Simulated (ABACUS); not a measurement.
The system is Li.

```xyz
1
Lattice="-1.7547 1.7547 1.7547 1.7547 -1.7547 1.7547 1.7547 1.7547 -1.7547" Properties=species:S:1:pos:R:3 pbc="T T T"
Li    0.0000    0.0000    0.0000
```

```yaml
Program: ABACUS 3.10.1
Task: relaxation of cell and atoms
Functional: B86bPBE
Potentials_or_basis: PseudoDojo NC SR 0.5 PBE stringent
Cutoff: 1320 eV
Density_cutoff: 5279 eV
Basis: plane waves
k_mesh: 9 × 9 × 9
Occupations: fermi-dirac, width 0.05 eV
Spin: no spin polarisation
```

At the start: pressure -0.8 GPa; volume 21.61 Å³/atom.

Problem. How do energy, volume and symmetry change on relaxing?

Solution. Over 5 steps the energy falls by 3.0 meV/atom and the volume is 20.37 Å³/atom (-5.7 %); space group Im-3m (No. 229, to 0.05 Å).

Step by step:
```csv
step,energy change (eV),largest force (eV/Å),pressure (GPa),volume (Å³)
1,0.0000,0.0000,-0.76,21.61
2,-0.0014,0.0000,-0.57,21.28
3,-0.0030,0.0000,0.04,20.31
4,-0.0030,0.0000,0.02,20.34
5,-0.0030,0.0000,0.00,20.37
```

Final structure:
```cif
data_structure
_symmetry_space_group_name_H-M 'P 1'
_symmetry_Int_Tables_number 1
_cell_length_a 2.9799
_cell_length_b 2.9799
_cell_length_c 2.9799
_cell_angle_alpha 109.471
_cell_angle_beta 109.471
_cell_angle_gamma 109.471
_cell_volume 20.37
loop_
_atom_site_label
_atom_site_type_symbol
_atom_site_fract_x
_atom_site_fract_y
_atom_site_fract_z
_atom_site_occupancy
Li1 Li 0.00000 0.00000 0.00000 1
```

Caveat: the potentials were made for another functional, which shifts forces and pressure.
